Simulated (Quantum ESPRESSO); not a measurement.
## CuI (Marshite): dielectric tensor and Born charges under several settings

```
I Cu
1.0
     0.00000    3.03150    3.03150
     3.03150    0.00000    3.03150
     3.03150    3.03150    0.00000
I Cu
1 1
Direct
  0.00000 0.00000 0.00000
  0.75000 0.75000 0.75000
```

All runs used Quantum ESPRESSO 7.5; k mesh 6 × 6 × 6, shifted; given cell; no spin polarisation; cutoff 762 eV; occupations smeared at first, fixed for the response.

| level | potentials | pressure (GPa) | ε∞ (diagonal) | Born charge of atom 1 (e) | sum of the Born charges (e) |
| --- | --- | --- | --- | --- | --- |
| LDA | GBRV 1.5 LDA | -4.5 | 6.69 | -1.12 | -0.03 |
| PBE | GBRV 1.5 PBE | 0.2 | 6.39 | -1.10 | -0.02 |
| PBEsol | GBRV 1.5 PBEsol | -2.7 | 6.60 | -1.10 | -0.02 |
| WC | GBRV 1.5 PBE | ? | ? | ? | ? |
| BLYP | GBRV 1.5 PBE | 3.4 | 6.23 | -1.13 | -0.02 |

What stands in the row left open?

Pressure -2.7 GPa; ε∞ 6.66; Born charge of atom 1 -1.11 e; sum of the Born charges -0.02 e.

Caveats: the cell is more than 3 GPa from zero pressure, which shifts response properties (some runs); the potentials were made for another functional, which shifts forces and pressure (some runs).

For the row left open. Caveat: the potentials were made for another functional, which shifts forces and pressure.
